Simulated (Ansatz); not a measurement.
A run of Ansatz 0.2.0 is set up as follows.

File input.yaml:

```yaml
crystal:
  lattice: { a: 4.777, b: 4.777, c: 4.777, alpha: 90.0, beta: 90.0, gamma: 90.0 }
  space_group: 216
  reduce_to_primitive: true
  atoms:
    - { symbol: As, wyckoff: "4c", position: [0.25, 0.25, 0.25] }
    - { symbol: B, wyckoff: "4a", position: [0.0, 0.0, 0.0] }
hamiltonian:
  xc: blyp
  pseudopotentials: { kind: nc }
  dispersion: d3bj
kpoints:
  mp_grid: { grid: [10, 10, 10] }
scf:
  occupations: { method: fixed }
  n_extra_bands: 6
output:
  forces: true
  stress: true
  eigenvalues: true
  dos: { projected: false, de: 0.05, nscf_kmesh: { grid: [15, 15, 15] } }
```

Potentials or basis: Ansatz NC.

Command:

```bash
$ ansatz run input.yaml --threads 1 --pin off --max-ram 2560MiB --backend cpu --events-out ev --progress --plain --runs-dir out
```

Question: What does it give for the band gap on the k mesh?

Answer: 1.42 eV, indirect (least direct gap 3.37 eV).

Question: Estimate the pressure.

Answer: -0.2 GPa.

States per cell in windows of 1 eV (zero at the valence-band top; states under -8 eV left out):
| from (eV) | total |
| --- | --- |
| -8.0 | 0.83 |
| -7.0 | 0.31 |
| -6.0 | 0.71 |
| -5.0 | 0.93 |
| -4.0 | 1.14 |
| -3.0 | 1.00 |
| -2.0 | 0.53 |
| -1.0 | 0.14 |
| 0.0 | 0.00 |
| 1.0 | 0.11 |
| 2.0 | 0.58 |
| 3.0 | 1.37 |
| 4.0 | 0.98 |
| 5.0 | 1.25 |
| 6.0 | 1.10 |
| 7.0 | 0.88 |

Caveat: the potentials were made for another functional, which shifts forces and pressure. Expect the measured gap to be larger: semilocal functionals such as BLYP lack the derivative discontinuity.
